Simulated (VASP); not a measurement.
# Si3N4 (I-43d) in VASP: a series of runs

One crystal, Si3N4, is run at these levels: PBE, r2SCAN; tasks: electric field gradients.

Program: VASP 6.6.1. These are calculated values, not measurements. Logs are shortened: lines on timing, memory, paths and dates and some standing lists are left out, and cuts for length are marked.

## Step 1: The structure

Symmetry: I-43d, No. 220, cubic system. Conventional cell: a = 6.488 Å, b = 6.488 Å, c = 6.488 Å, α = 90.00°, β = 90.00°, γ = 90.00°. Si (site symmetry -4) has 4 N at 1.76 Å as nearest neighbours. N (site symmetry 3) has 3 Si at 1.76 Å as nearest neighbours.

Measurements of this composition are mostly on another form, of space group No. 176.

## Step 2: Electric field gradients, PBE

Input file INCAR:

```
PREC = Accurate
ENCUT = 520
EDIFF = 1E-8
ISMEAR = -1
SIGMA = 0.02
LREAL = F
LASPH = T
NELM = 100
ALGO = Normal
ISIF = 2
LWAVE = F
LCHARG = F
GGA = PE
LEFG = T
NBANDS = 45
```

Input file KPOINTS:

```
Automatic mesh
0
Gamma
  6 6 6
```

Input file POSCAR:

```
Si3N4
1.0
   -3.2441470000      3.2441470000      3.2441470000
    3.2441470000     -3.2441470000      3.2441470000
    3.2441470000      3.2441470000     -3.2441470000
Si N
6 8
Direct
    0.3750000000      0.2500000000      0.6250000000
    0.6250000000      0.3750000000      0.2500000000
    0.8750000000      0.1250000000      0.7500000000
    0.2500000000      0.6250000000      0.3750000000
    0.7500000000      0.8750000000      0.1250000000
    0.1250000000      0.7500000000      0.8750000000
    0.5000000000      0.0000000000      0.0627500000
    0.5627500000      0.5000000000      0.0000000000
    0.9372500000      0.9372500000      0.9372500000
    0.0000000000      0.5627500000      0.5000000000
    0.4372500000      0.4372500000      0.4372500000
    0.0000000000      0.0627500000      0.5000000000
    0.5000000000      0.0000000000      0.5627500000
    0.0627500000      0.5000000000      0.0000000000
```

Potentials or basis: VASP PAW PBE potentials, release 64 (Si, N).

Run with:

```console
$ cat potpaw_PBE.64/Si/POTCAR potpaw_PBE.64/N/POTCAR > POTCAR
$ mpirun -np 1 vasp_std > vasp.out
```

OUTCAR:

```text
PREC = Accurate
   ENCUT = 520
   EDIFF = 1E-8
   ISMEAR = -1
   LREAL = F
   LASPH = T
   NELM = 100
   ISIF = 2
   GGA = PE

 ion  position               nearest neighbor table
   1  0.375  0.250  0.625-   8 1.76  11 1.76  13 1.76  12 1.76   2 3.03   3 3.03   4 3.03   5 3.03
                             2 3.03   3 3.03   5 3.03   4 3.03
   2  0.625  0.375  0.250-   7 1.76   8 1.76  10 1.76  11 1.76   4 3.03   4 3.03   1 3.03   5 3.03
                             1 3.03   6 3.03   5 3.03   6 3.03
   3  0.875  0.125  0.750-   9 1.76  12 1.76  13 1.76  14 1.76   6 3.03   6 3.03   5 3.03   1 3.03
                             1 3.03   5 3.03   4 3.03   4 3.03
   4  0.250  0.625  0.375-  10 1.76  11 1.76  13 1.76  14 1.76   1 3.03   2 3.03   2 3.03   3 3.03
                             3 3.03   6 3.03   1 3.03   6 3.03
   5  0.750  0.875  0.125-   7 1.76   9 1.76  12 1.76   8 1.76   3 3.03   2 3.03   6 3.03   3 3.03
                             2 3.03   1 3.03   1 3.03   6 3.03
   6  0.125  0.750  0.875-   7 1.76   9 1.76  10 1.76  14 1.76   5 3.03   3 3.03   3 3.03   2 3.03
                             2 3.03   4 3.03   4 3.03   5 3.03
   7  0.500  0.000  0.063-   2 1.76   5 1.76   6 1.76
   8  0.563  0.500  0.000-   1 1.76   2 1.76   5 1.76
   9  0.937  0.937  0.937-   3 1.76   5 1.76   6 1.76
  10  0.000  0.563  0.500-   2 1.76   4 1.76   6 1.76
  11  0.437  0.437  0.437-   1 1.76   2 1.76   4 1.76
  12  0.000  0.063  0.500-   3 1.76   5 1.76   1 1.76
  13  0.500  0.000  0.563-   1 1.76   3 1.76   4 1.76
  14  0.063  0.500  0.000-   3 1.76   4 1.76   6 1.76

  LATTYP: Found a body centered cubic cell.
 ALAT       =     6.4882940000

  Lattice vectors:

 A1 = (  -3.2441470000,   3.2441470000,   3.2441470000)
 A2 = (   3.2441470000,  -3.2441470000,   3.2441470000)
 A3 = (   3.2441470000,   3.2441470000,  -3.2441470000)

Analysis of symmetry for initial positions (statically):
=====================================================================
 Subroutine PRICEL returns:
 Original cell was already a primitive cell.

 Routine SETGRP: Setting up the symmetry group for a
 body centered cubic supercell.

 Subroutine GETGRP returns: Found 24 space group operations
 (whereof  3 operations were pure point group operations)
 out of a pool of 48 trial point group operations.

The static configuration has the point symmetry C_3 .
 The point group associated with its full space group is T_d .

Analysis of symmetry for dynamics (positions and initial velocities):
=====================================================================
 Subroutine PRICEL returns:
 Original cell was already a primitive cell.

 Routine SETGRP: Setting up the symmetry group for a
 body centered cubic supercell.

 Subroutine GETGRP returns: Found 24 space group operations
 (whereof  3 operations were pure point group operations)
 out of a pool of 48 trial point group operations.

The dynamic configuration has the point symmetry C_3 .
 The point group associated with its full space group is T_d .

 Subroutine INISYM returns: Found 24 space group operations
 (whereof  3 operations are pure point group operations),
 and found     1 'primitive' translations

----------------------------------------------------------------------------------------

                                     Primitive cell

  volume of cell :     136.5720

  direct lattice vectors                    reciprocal lattice vectors
    -3.244147000  3.244147000  3.244147000     0.000000000  0.154123719  0.154123719
     3.244147000 -3.244147000  3.244147000     0.154123719  0.000000000  0.154123719
     3.244147000  3.244147000 -3.244147000     0.154123719  0.154123719  0.000000000

  length of vectors
     5.619027431  5.619027431  5.619027431     0.217963853  0.217963853  0.217963853

  position of ions in fractional coordinates (direct lattice)
     0.375000000  0.250000000  0.625000000
     0.625000000  0.375000000  0.250000000
     0.875000000  0.125000000  0.750000000
     0.250000000  0.625000000  0.375000000
     0.750000000  0.875000000  0.125000000
[... 126 lines left out ...]

 number of electron      63.9999999 magnetization

 Free energy of the ion-electron system (eV)
  ---------------------------------------------------
  ext. energy  EPLUGINS =         0.00000000
  ---------------------------------------------------
  free energy    TOTEN  =      -113.15156861 eV

  energy without entropy =     -113.15156861  energy(sigma->0) =     -113.15156861

 E-fermi :   8.1202     XC(G=0): -11.3489

 val. band max:        7.6329397679   @ k =   0.3333   0.3333   0.0000
 cond. band min:      11.6763231810   @ k =  -0.1667   0.1667   0.1667
 fundamental gap:      4.0433834131
 Fermi energy:         8.1201843464

 k-point     1 :       0.0000    0.0000    0.0000
  band No.  band energies     occupation
      1     -10.5004      2.00000
      2      -7.6511      2.00000
      3      -7.6511      2.00000
      4      -7.6511      2.00000
      5      -7.1368      2.00000
      6      -7.1368      2.00000
[... 741 lines left out ...]
     43      16.1128      0.00000
     44      16.1128      0.00000
 [bands above 44 left out]

------------------------ aborting loop because EDIFF is reached ----------------------------------------

  FORCE on cell =-STRESS in cart. coord.  units (eV):
  Direction    XX          YY          ZZ          XY          YZ          ZX
  --------------------------------------------------------------------------------------
  -------------------------------------------------------------------------------------
  Total       -0.0218989     -0.0218989     -0.0218989      0.0000000      0.0000000     -0.0000000
  in kB       -0.2569038     -0.2569038     -0.2569038      0.0000000      0.0000000     -0.0000000
  external PRESSURE =      -0.2569038 kB  Pullay stress =       0.0000000 kB

 VOLUME and BASIS-vectors are now :
 -----------------------------------------------------------------------------
  energy-cutoff  :      520.00
  volume of cell :      136.57
      direct lattice vectors                 reciprocal lattice vectors
    -3.244147000  3.244147000  3.244147000     0.000000000  0.154123719  0.154123719
     3.244147000 -3.244147000  3.244147000     0.154123719  0.000000000  0.154123719
     3.244147000  3.244147000 -3.244147000     0.154123719  0.154123719  0.000000000

 POSITION                                       TOTAL-FORCE (eV/Angst)
 -----------------------------------------------------------------------------------
      1.62207      2.43311      0.00000         0.000000      0.000000     -0.000000
      0.00000      1.62207      2.43311         0.000000      0.000000     -0.000000
     -0.00000      4.86622      0.81104        -0.000000      0.000000     -0.000000
      2.43311      0.00000      1.62207        -0.000000      0.000000     -0.000000
      0.81104     -0.00000      4.86622        -0.000000      0.000000     -0.000000
      4.86622      0.81104      0.00000         0.000000      0.000000     -0.000000
     -1.41850      1.82564      1.41850         0.000625      0.000625     -0.000625
     -0.20357      0.20357      3.44772        -0.000625      0.000625      0.000625
      3.04058      3.04058      3.04058        -0.000625     -0.000625     -0.000625
      3.44772     -0.20357      0.20357         0.000625     -0.000625      0.000625
      1.41850      1.41850      1.41850        -0.000625     -0.000625     -0.000625
      1.82564      1.41850     -1.41850         0.000625     -0.000625      0.000625
      0.20357      3.44772     -0.20357         0.000625      0.000625     -0.000625
      1.41850     -1.41850      1.82564        -0.000625      0.000625      0.000625
 -----------------------------------------------------------------------------------
    total drift:                               -0.000001     -0.000001     -0.000001

  FREE ENERGIE OF THE ION-ELECTRON SYSTEM (eV)
  ---------------------------------------------------
  free  energy   TOTEN  =      -113.1515686107 eV

  energy  without entropy=     -113.1515686107  energy(sigma->0) =     -113.15156861

 Electric field gradients (V/A^2)
---------------------------------------------------------------------
 ion       V_xx      V_yy      V_zz      V_xy      V_xz      V_yz
---------------------------------------------------------------------
   1       0.395    -0.790     0.395     0.000     0.000     0.000
   2       0.395     0.395    -0.790     0.000     0.000     0.000
   3       0.395     0.395    -0.790     0.000     0.000     0.000
   4      -0.790     0.395     0.395     0.000     0.000     0.000
   5      -0.790     0.395     0.395     0.000     0.000     0.000
   6       0.395    -0.790     0.395     0.000     0.000     0.000
   7       0.000     0.000    -0.000   -27.925    27.922    27.922
   8      -0.000     0.000     0.000    27.922    27.922   -27.925
   9      -0.000    -0.000    -0.000   -27.925   -27.925   -27.925
  10       0.000    -0.000     0.000    27.922   -27.925    27.922
  11       0.000    -0.000    -0.000   -27.925   -27.925   -27.925
  12       0.000    -0.000     0.000    27.922   -27.925    27.922
  13       0.000     0.000    -0.000   -27.925    27.922    27.922
  14      -0.000     0.000     0.000    27.922    27.922   -27.925
---------------------------------------------------------------------

 Electric field gradients after diagonalization (V/A^2)
 (convention: |V_zz| > |V_xx| > |V_yy|)
----------------------------------------------------------------------
 ion       V_xx      V_yy      V_zz     asymmetry (V_yy - V_xx)/ V_zz
----------------------------------------------------------------------
   1       0.395     0.395    -0.790       0.000
   2       0.395     0.395    -0.790       0.000
   3       0.395     0.395    -0.790       0.000
   4       0.395     0.395    -0.790       0.000
   5       0.395     0.395    -0.790       0.000
   6       0.395     0.395    -0.790       0.000
   7      27.925    27.921   -55.847       0.000
   8      27.925    27.921   -55.847       0.000
   9      27.925    27.925   -55.849       0.000
  10      27.925    27.921   -55.847       0.000
  11      27.925    27.925   -55.849       0.000
  12      27.925    27.921   -55.847       0.000
  13      27.925    27.921   -55.847       0.000
  14      27.925    27.921   -55.847       0.000
----------------------------------------------------------------------

           NMR quadrupolar parameters

 Cq : quadrupolar parameter    Cq=e*Q*V_zz/h
 eta: asymmetry parameters     (V_yy - V_xx)/ V_zz
 Q  : nuclear electric quadrupole moment in mb (millibarn)
----------------------------------------------------------------------
 ion       Cq(MHz)       eta       Q (mb)
----------------------------------------------------------------------
   1      -0.002       0.000       1.000
   2      -0.002       0.000       1.000
   3      -0.002       0.000       1.000
   4      -0.002       0.000       1.000
   5      -0.002       0.000       1.000
   6      -0.002       0.000       1.000
   7      -0.135       0.000       1.000
   8      -0.135       0.000       1.000
   9      -0.135       0.000       1.000
  10      -0.135       0.000       1.000
  11      -0.135       0.000       1.000
  12      -0.135       0.000       1.000
  13      -0.135       0.000       1.000
  14      -0.135       0.000       1.000
----------------------------------------------------------------------
```

Wall time 1.7 min (1 thread of Intel Xeon Platinum 8488C (Sapphire Rapids), shared host); peak memory 0.28 GiB.

Results:

| Quantity | Value |
| --- | --- |
| Free energy | -113.1516 eV |
| Pressure | 0.0 GPa |
| Band gap on the k mesh | 4.04 eV, indirect (least direct gap 4.23 eV) |

Electric field gradients, principal values (V/Å²):
```
atom     Vxx     Vyy      Vzz
1 Si   0.395   0.395   -0.790
2 Si   0.395   0.395   -0.790
3 Si   0.395   0.395   -0.790
4 Si   0.395   0.395   -0.790
5 Si   0.395   0.395   -0.790
6 Si   0.395   0.395   -0.790
 7 N  27.921  27.925  -55.847
 8 N  27.921  27.925  -55.847
 9 N  27.925  27.925  -55.849
10 N  27.921  27.925  -55.847
11 N  27.925  27.925  -55.849
12 N  27.921  27.925  -55.847
13 N  27.921  27.925  -55.847
14 N  27.921  27.925  -55.847
```

A k mesh can miss the band edges. A hybrid or GW would open this gap; PBE tends to underestimate it.

(Part 1 of 2 ends here.)
